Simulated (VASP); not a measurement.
# KCl: G0W0 on PBE, by volume over the given one and cell

KCl, Pm-3m (no. 221), 2 atoms in the cell. PBE, GW; PAW potentials K_sv_GW, Cl_GW (PBE set).

| Volume over the given one | Cell | Quasiparticle gap on the mesh (eV) | Gap of the starting point on the mesh (eV) | Quasiparticle gap at the zone centre (eV) | Starting gap at the zone centre (eV) | Correction of the gap between the band edges on the mesh (eV) | Time (s) |
|---|---|---|---|---|---|---|---|
| 0.94 | scale = 0.94 | 7.64 | 5.06 | 7.88 | 5.28 | 2.57 | 40 |
| 0.97 | scale = 0.97 | 7.50 | 4.92 | 7.74 | 5.13 | 2.58 | 42 |
| 1 | as given | ? | ? | ? | ? | ? | 43 |
| 1.03 | scale = 1.03 | 7.27 | 4.67 | 7.49 | 4.87 | 2.60 | 48 |

What would be expected in the open row?

Answer: Quasiparticle gap on the mesh (eV): 7.38, Gap of the starting point on the mesh (eV): 4.79, Quasiparticle gap at the zone centre (eV): 7.62, Starting gap at the zone centre (eV): 5.00, Correction of the gap between the band edges on the mesh (eV): 2.59.

Limits: the mesh is coarse: the screening isn't converged, and the gap may still move by about 0.1 eV.

## Input of the first row

INCAR.step1:
```
SYSTEM = KCl
PREC = Accurate
ENCUT = 300
ISMEAR = 0
SIGMA = 0.05
LASPH = .True.
LREAL = .False.
GGA = PE
ALGO = Normal
EDIFF = 1E-8
NELM = 150
LWAVE = .True.
LCHARG = .False.
KPAR = 4
```

INCAR.step2, as INCAR.step1 but for:
```
- ALGO = Normal
- NELM = 150
+ ALGO = Exact
+ NELM = 1
+ ISTART = 1
+ NBANDS = 184
+ LOPTICS = .True.
```

INCAR.step3:
```
SYSTEM = KCl
PREC = Accurate
ENCUT = 300
ISMEAR = 0
SIGMA = 0.05
LASPH = .True.
LREAL = .False.
GGA = PE
ALGO = EVGW0
NBANDS = 184
NBANDSGW = 12
ENCUTGW = 130
NOMEGA = 48
PRECFOCK = Fast
ISTART = 1
LWAVE = .False.
LCHARG = .False.
NELMGW = 1
KPAR = 4
```

KPOINTS:
```
k-points
0
Gamma
  4 4 4
```

POSCAR:
```
KCl
1.0
    3.7608230702      0.0000000000      0.0000000000
    0.0000000000      3.7608230702      0.0000000000
    0.0000000000      0.0000000000      3.7608230702
K Cl
1 1
Direct
    0.0000000000      0.0000000000      0.0000000000
    0.5000000000      0.5000000000      0.5000000000
```

Commands (each step's output is kept before the next begins):
```
cat potpaw_PBE.64/K_sv_GW/POTCAR potpaw_PBE.64/Cl_GW/POTCAR > POTCAR
cp INCAR.step1 INCAR
mpirun -np 4 vasp_std > vasp.out
cp INCAR.step2 INCAR
mpirun -np 4 vasp_std > vasp.out
cp INCAR.step3 INCAR
mpirun -np 4 vasp_std > vasp.out
```

VASP 6.6.1 took 40 s on 4 cores (Intel Xeon Platinum 8488C (Sapphire Rapids)), a shared host.
